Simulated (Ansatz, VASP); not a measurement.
# GaP: VASP beside Ansatz, part 2 of 2

One calculation is typed for both programs; each brings its own data sets and cutoff. How far apart do they land? The cell is taken from a series of VASP runs on this material, whose earlier steps may have relaxed, scaled or displaced it; both programs get it as it stands.

VASP 6.6.1 and Ansatz 0.2.0.

So far: Starting point; VASP: band structure, r2SCAN-EpsX with an exact-exchange share of 0.093; Ansatz: band structure, r2SCAN-EpsX with an exact-exchange share of 0.093.

**4. Side by side**

Known differences besides the potentials themselves: exact exchange at q = 0 is treated differently, which shows on coarse meshes; VASP keeps PBE cores, Ansatz makes them for the functional; the cutoff is 500 eV in Ansatz and 350 eV in VASP; VASP takes a coarser grid for exact exchange (PRECFOCK = Fast). Total energies have different zeros and are not compared.

Both answers:

```tsv
quantity	Ansatz	VASP	difference
gap over the path points (eV)	2.295	2.308	-0.013
```

Levels at points of the path, from each program's valence-band top (eV; 3 filled, then empty):

```tsv
k (reciprocal lattice)	Ansatz	VASP
0.000 0.000 0.000	0.00 0.00 0.00 2.88 4.70 4.70	0.00 0.00 0.00 2.86 4.72 4.72
0.444 0.000 0.444	-6.91 -2.84 -2.84 2.29 2.76 11.46	-6.90 -2.83 -2.83 2.31 2.77 11.50
0.500 0.000 0.500	-7.19 -2.90 -2.90 2.34 2.56 12.02	-7.19 -2.89 -2.89 2.35 2.58 12.05
0.500 0.222 0.722	-6.96 -3.82 -3.64 5.29 5.61 7.39	-6.96 -3.81 -3.63 5.31 5.62 7.42
0.403 0.347 0.750	-6.96 -4.20 -2.57 3.16 5.74 8.89	-6.95 -4.19 -2.57 3.18 5.76 8.92
0.125 0.125 0.250	-2.89 -1.42 -0.28 3.97 5.17 5.24	-2.88 -1.41 -0.28 3.97 5.18 5.26
0.278 0.278 0.278	-4.61 -0.81 -0.81 2.95 5.67 5.67	-4.60 -0.81 -0.81 2.95 5.69 5.69
0.556 0.389 0.556	-6.92 -2.88 -1.65 3.62 5.61 6.65	-6.91 -2.87 -1.64 3.63 5.62 6.67
0.583 0.250 0.667	-6.96 -4.17 -2.73 3.43 5.76 8.55	-6.95 -4.16 -2.72 3.44 5.78 8.58
0.500 0.306 0.694	-6.85 -4.07 -3.05 5.06 5.77 7.01	-6.85 -4.05 -3.04 5.07 5.78 7.03
```

Among the levels compared at these points, filled levels agree within 12 meV and empty ones within 40 meV.

**5. VASP: band structure, HSE06, spin-orbit coupling**

Levels along a path test the potential and the projectors away from the mesh points.

The run reads the wave functions of an earlier VASP run, which isn't shown here.

INCAR

```
SYSTEM = GaP
PREC = Accurate
ENCUT = 350
EDIFF = 1E-06
NELM = 100
ISMEAR = 0
SIGMA = 0.03
LREAL = .FALSE.
ALGO = Normal
LHFCALC = .TRUE.
AEXX = 0.25
GGA = PE
HFSCREEN = 0.2
LASPH = .TRUE.
LNONCOLLINEAR = .TRUE.
MAGMOM = 0 0 0 0 0 0
NBANDS = 30
GGA_COMPAT = .FALSE.
LSORBIT = .TRUE.
PRECFOCK = Fast
LORBIT = 11
LWAVE = .FALSE.
LCHARG = .FALSE.
KPAR = 4
```

POSCAR

```
GaP
1.0
    0.0000000000      2.7252500000      2.7252500000
    2.7252500000      0.0000000000      2.7252500000
    2.7252500000      2.7252500000      0.0000000000
Ga P
1 1
Direct
    0.0000000000      0.0000000000      0.0000000000
    0.7500000000      0.7500000000      0.7500000000
```

KPOINTS

```
Automatic mesh
0
Gamma
5 5 5
0 0 0
```

KPOINTS_OPT

```
Line mode
10
Line-mode
Reciprocal
  0.00000000   0.00000000   0.00000000 GAMMA
  0.50000000   0.00000000   0.50000000 X

  0.50000000   0.00000000   0.50000000 X
  0.50000000   0.25000000   0.75000000 W

  0.50000000   0.25000000   0.75000000 W
  0.37500000   0.37500000   0.75000000 K

  0.37500000   0.37500000   0.75000000 K
  0.00000000   0.00000000   0.00000000 GAMMA

  0.00000000   0.00000000   0.00000000 GAMMA
  0.50000000   0.50000000   0.50000000 L

  0.50000000   0.50000000   0.50000000 L
  0.62500000   0.25000000   0.62500000 U

  0.62500000   0.25000000   0.62500000 U
  0.50000000   0.25000000   0.75000000 W

  0.50000000   0.25000000   0.75000000 W
  0.50000000   0.50000000   0.50000000 L

  0.50000000   0.50000000   0.50000000 L
  0.37500000   0.37500000   0.75000000 K

  0.62500000   0.25000000   0.62500000 U
  0.50000000   0.00000000   0.50000000 X
```

Potentials, in the order of the species: Ga_d and P (PBE family, release 64).

Command:

```
$ mpirun -np 4 vasp_ncl
```

Numbers of over 12 decimals in the logs are rounded to 6 here.

The program printed:

```text
[banner, memory and clock lines left out]
running    4 mpi-ranks, on    1 nodes
[...]
LDA part: xc-table for (Slater+PW92), standard interpolation
 found WAVECAR, reading the header
 POSCAR, INCAR and KPOINTS ok, starting setup
[...]
reading WAVECAR
 the WAVECAR file was read successfully
 initial charge from wavefunction
 entering main loop
       N       E                     dE             d eps       ncg     rms          rms(c)
DAV:   1    -0.107981703781E+02   -0.10798E+02   -0.11914E+00  1272   0.216E+01    0.242E+00
DAV:   2    -0.107917967959E+02    0.63736E-02   -0.10589E-01  1156   0.446E+00    0.180E+00
DAV:   3    -0.107870600904E+02    0.47367E-02   -0.10159E-02  1194   0.166E+00    0.111E+00
DAV:   4    -0.107861881090E+02    0.87198E-03   -0.27618E-03  1086   0.583E-01    0.659E-01
[...]
DAV:   8    -0.107859084447E+02    0.82729E-05   -0.36149E-06   904   0.140E-02    0.666E-02
DAV:   9    -0.107859057575E+02    0.26872E-05   -0.13832E-06   864   0.882E-03    0.350E-02
DAV:  10    -0.107859048435E+02    0.91396E-06   -0.45037E-07   684   0.560E-03
   1 F= -.10785905E+02 E0= -.10785905E+02  d E =-.473493E-23  mag=     0.0000    -0.0000    -0.0000
 Start KPOINTS_OPT (optional k-point list driver)
k-point batch [1-14\100]
       N       E                     dE             ncg
DAV:   1     0.473864337296E+02   -0.44676E+04      928
DAV:   2    -0.167446135769E+04   -0.17218E+04      854
DAV:   3    -0.189355289286E+04   -0.21909E+03     1034
DAV:   4    -0.190200015193E+04   -0.84473E+01     1052
DAV:   5    -0.190218534750E+04   -0.18520E+00     1162
DAV:   6    -0.190219301820E+04   -0.76707E-02     1274
DAV:   7    -0.190219314883E+04   -0.13063E-03     1154
DAV:   8    -0.190219315053E+04   -0.16991E-05      980
DAV:   9    -0.190219315066E+04   -0.12706E-06      828
[...]
k-point batch [99-100\100]
       N       E                     dE             ncg
DAV:   1     0.639548290465E+04   -0.10788E+04      134
DAV:   2     0.614584155977E+04   -0.24964E+03      120
DAV:   3     0.611411202932E+04   -0.31730E+02      152
DAV:   4     0.611301472256E+04   -0.10973E+01      160
DAV:   5     0.611299125544E+04   -0.23467E-01      160
DAV:   6     0.611299004215E+04   -0.12133E-02      208
DAV:   7     0.611299002729E+04   -0.14855E-04      168
DAV:   8     0.611299002712E+04   -0.17339E-06      152
```

From OUTCAR (step 5):

```text
 POSITION                                       TOTAL-FORCE (eV/Angst)
 -----------------------------------------------------------------------------------
      0.00000      0.00000      0.00000         0.000000      0.000000      0.000000
      4.08788      4.08788      4.08788        -0.000000     -0.000000     -0.000000
 -----------------------------------------------------------------------------------
    total drift:                                0.000003      0.000001      0.000002

  FREE ENERGIE OF THE ION-ELECTRON SYSTEM (eV)
  ---------------------------------------------------
  free  energy   TOTEN  =       -10.7859048435 eV

  energy  without entropy=      -10.7859048435  energy(sigma->0) =      -10.78590484

 magnetization (x)
# of ion       s       p       d       tot
------------------------------------------
    1       -0.000   0.000  -0.000   0.000
    2        0.000   0.000   0.000   0.000
--------------------------------------------------
tot         -0.000   0.000  -0.000   0.000

 magnetization (y)
# of ion       s       p       d       tot
------------------------------------------
    1        0.000   0.000   0.000   0.000
    2        0.000   0.000   0.000   0.000
--------------------------------------------------
tot          0.000   0.000   0.000   0.000

 magnetization (z)
# of ion       s       p       d       tot
------------------------------------------
    1       -0.000   0.000  -0.000   0.000
    2        0.000   0.000   0.000   0.000
--------------------------------------------------
tot         -0.000   0.000  -0.000   0.000

[... 1 part as in an earlier step ...]

[... 2 further parts left out ...]
[key lines of the parts left out:]
E-fermi :   4.4417
```

The k-mesh is coarse for exact exchange; levels may shift by about 0.1 eV on a finer one.

**6. Ansatz: band structure, HSE06, spin-orbit coupling**

The same cell, functional, mesh and smearing now go to Ansatz, which takes its cutoff from its data sets.

The cell is taken from a series of VASP runs on this material, whose earlier steps may have relaxed, scaled or displaced it; both programs get it as it stands.

input.yaml

```yaml
crystal:
  lattice:
    - [0.0, 2.72525, 2.72525]
    - [2.72525, 0.0, 2.72525]
    - [2.72525, 2.72525, 0.0]
  atoms:
    - { symbol: Ga, position: [0.0, 0.0, 0.0] }
    - { symbol: P, position: [0.75, 0.75, 0.75] }
hamiltonian:
  xc: { exchange: pbe, correlation: pbe, exx: { coeff: 0.25, omega: 0.2 } }
  pseudopotentials: { kind: paw_fr }
magnetization:
  noncollinear: true
  spin_orbit: true
kpoints:
  mp_grid: { grid: [5, 5, 5] }
  band_path:
    path:
      - [0.0, 0.0, 0.0]
      - [0.44444, 0.0, 0.44444]
      - [0.5, 0.0, 0.5]
      - [0.5, 0.22222, 0.72222]
      - [0.40278, 0.34722, 0.75]
      - [0.125, 0.125, 0.25]
      - [0.27778, 0.27778, 0.27778]
      - [0.55556, 0.38889, 0.55556]
      - [0.58333, 0.25, 0.66667]
      - [0.5, 0.30556, 0.69444]
      - [0.48611, 0.48611, 0.52778]
      - [0.625, 0.25, 0.625]
      - [0.5, 0.0, 0.5]
    npoints: 1
scf:
  occupations: { method: gaussian, width: 0.03 }
  n_extra_bands: 14
output:
  forces: true
  stress: true
  eigenvalues: true
```

Command:

```
$ ansatz run input.yaml --threads 4 --pin off --max-ram 9216MiB --backend cpu --events-out ev --progress --plain --runs-dir out
```

The program printed:

```text
[...]
non-collinear run that drives no moment, with spin-orbit: no starting moment large enough to seed its density (crystal.atoms[].spin), no starting occupations that ask for one, no magnetisation constraint and no magnetic field, so the semilocal B_xc is pinned to zero
Crystal: 2 atoms, lattice volume = 40.481 Å³
[...]
k-point 0: bands = [... 14 lower, 6.6779, 6.6779, 6.6779, 6.6779, 9.4772, 9.4772, 11.3225, 11.3225, ... 10 higher]
  k-point 1: bands = [... 14 lower, 6.0896, 6.0896, 6.1573, 6.1616, 9.8973, 9.8973, 12.1268, 12.1268, ... 10 higher]
  k-point 2: bands = [... 14 lower, 5.4802, 5.4802, 5.5549, 5.5571, 9.2719, 9.2719, 12.3067, 12.3067, ... 10 higher]
  k-point 9: bands = [... 14 lower, 2.6877, 2.7083, 3.7329, 3.7647, 11.5665, 11.5748, 12.1462, 12.1509, ... 10 higher]
[key lines of the parts left out:]
Magnetization: |M| = 0.0000 μB,  M = (+0.0000, +0.0000, +0.0000) μB
Free energy (F): -4539.934918 eV
Fermi energy:    7.813538 eV
P = ⅓ Tr σ = 0.8003 GPa (8.003 kbar)
```

It took 1.8 min on 4 threads of Arm Neoverse V2, shared host; peak memory 1.1 GiB; 6.6 min of CPU time.

**7. Differences**

What differs besides the data sets and the points named for the pairs above, as far as they apply: spin-orbit coupling enters by fully relativistic files in Ansatz and inside the spheres in VASP; the cutoff is 420 eV in Ansatz and 350 eV in VASP. Total energies have different zeros and are not compared.

The two programs side by side:

```tsv
quantity	Ansatz	VASP	difference
gap over the path points (eV)	2.249	2.253	-0.003
```

Levels at points of the path, from each program's valence-band top (eV; 6 filled, then empty):

```tsv
k (reciprocal lattice)	Ansatz	VASP
0.000 0.000 0.000	-0.10 -0.10 0.00 0.00 0.00 0.00 2.80 2.80 4.64 4.64 4.81 4.81	-0.09 -0.09 0.00 0.00 0.00 0.00 2.79 2.79 4.65 4.65 4.82 4.82
0.444 0.000 0.444	-7.08 -7.08 -2.92 -2.92 -2.89 -2.89 2.25 2.25 2.74 2.74 11.44 11.44	-7.08 -7.08 -2.91 -2.91 -2.89 -2.89 2.25 2.25 2.74 2.74 11.46 11.46
0.500 0.000 0.500	-7.37 -7.37 -2.97 -2.97 -2.95 -2.95 2.28 2.28 2.56 2.56 11.99 11.99	-7.37 -7.37 -2.97 -2.97 -2.95 -2.95 2.28 2.28 2.56 2.56 12.01 12.01
0.500 0.222 0.722	-7.13 -7.12 -3.92 -3.90 -3.73 -3.68 5.24 5.26 5.64 5.66 7.33 7.37	-7.13 -7.12 -3.91 -3.89 -3.73 -3.68 5.25 5.26 5.64 5.67 7.34 7.38
0.403 0.347 0.750	-7.13 -7.12 -4.30 -4.28 -2.63 -2.62 3.13 3.14 5.74 5.75 8.88 8.90	-7.13 -7.12 -4.30 -4.28 -2.63 -2.62 3.13 3.15 5.75 5.75 8.90 8.92
0.125 0.125 0.250	-2.97 -2.96 -1.47 -1.44 -0.32 -0.32 3.98 4.00 5.08 5.17 5.31 5.32	-2.97 -2.96 -1.47 -1.44 -0.32 -0.32 3.98 3.99 5.09 5.17 5.32 5.33
0.278 0.278 0.278	-4.72 -4.72 -0.88 -0.88 -0.81 -0.80 2.93 2.93 5.67 5.67 5.75 5.76	-4.72 -4.72 -0.88 -0.88 -0.81 -0.80 2.93 2.93 5.68 5.68 5.76 5.76
0.556 0.389 0.556	-7.09 -7.09 -2.95 -2.93 -1.69 -1.69 3.61 3.61 5.59 5.60 6.68 6.68	-7.09 -7.09 -2.94 -2.93 -1.69 -1.68 3.61 3.61 5.60 5.61 6.69 6.70
0.583 0.250 0.667	-7.13 -7.11 -4.27 -4.25 -2.79 -2.77 3.40 3.41 5.76 5.77 8.54 8.57	-7.12 -7.11 -4.27 -4.25 -2.79 -2.77 3.40 3.42 5.77 5.77 8.56 8.59
0.500 0.306 0.694	-7.02 -7.01 -4.16 -4.14 -3.12 -3.09 5.05 5.06 5.74 5.78 7.00 7.03	-7.02 -7.01 -4.16 -4.14 -3.12 -3.09 5.05 5.06 5.74 5.78 7.01 7.04
```

Among the levels compared at these points, filled levels agree within 6 meV and empty ones within 22 meV.

**8. What came out**

```yaml
difference_in_gap_over_the_path_points_band_structure_r2scan_epsx_with_an_exact_exchange_share_of_0p093: -0.013 eV
difference_in_gap_over_the_path_points_band_structure_hse06_spin_orbit_coupling: -0.0034 eV
```

In words: The difference in gap over the path points is -0.013 eV (band structure, r2SCAN-EpsX with an exact-exchange share of 0.093), within the 0.08 eV picked in this series as the mark of a large difference. Such differences can come from data sets, numerical settings and the points named under the comparisons, not from the functional's error against experiment.

[Lines on the potential files, build, host, timing and source positions are cut from VASP's logs without a mark.]

[Logs are printed without paths, hosts, clocks, repeated set-up lines and the standing remarks that a program may print on its own settings, such as how far it seeks lower states.]

[Hosts, paths, dates, database ids (printed as entryN), source tags and the programs' standing remarks are cut or masked in the printed files.]
